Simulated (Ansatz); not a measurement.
Runs of Ansatz 0.2.0 on Cu. The structure is cubic, space group Fm-3m (No. 225). Conventional cell: a = 3.615 Å, b = 3.615 Å, c = 3.615 Å, α = 90.00°, β = 90.00°, γ = 90.00°. Cu (site symmetry m-3m) is surrounded by 12 Cu at 2.56 Å. 

```csv
task,level,cell,k mesh,q mesh,points for each segment of the path,atoms under strain,mesh quality,gap on the mesh (eV),pressure (GPa),relaxed volume (Å³/atom)
relaxation of cell and atoms,RPBE+D4,relaxed,13 × 13 × 13,-,-,-,not flagged,none,0.0,11.21
phonons,LDA,as given,10 × 10 × 10,2 × 2 × 2,8,-,not flagged,none,-,-
elastic constants,LDA,as given,10 × 10 × 10,-,-,relaxed,not flagged,none,(a),-
relaxation of cell and atoms,BLYP+D3(BJ),relaxed,13 × 13 × 13,-,-,-,not flagged,-,0.0,11.12
relaxation of cell and atoms,B3LYP,relaxed,7 × 7 × 7,-,-,-,coarse,none,0.0,12.53
```

Alike in all rows: potentials or basis Ansatz PAW; no spin polarisation; cutoff (eV) 420; smearing fermi-dirac 0.05 eV.

Estimate the missing entries.

(a) -12.4.

Caveats: some runs use coarse meshes; the PAW data sets come from PBE, with cores solved anew for the run's functional, which leaves a small shift of forces and pressure; the plane-wave basis is chosen anew once the cell has moved, so the energies of steps on either side of that aren't comparable (some runs); pairwise dispersion overbinds metals, which lowers pressure and volume (some runs); the cell is more than 3 GPa from zero pressure, which shifts response properties (some runs); elastic constants of metals need much finer meshes, so these are rough (some runs).

A gap of «none» marks a metal or a gap under the smearing width.

Runs at the PBE level aren't shown here.
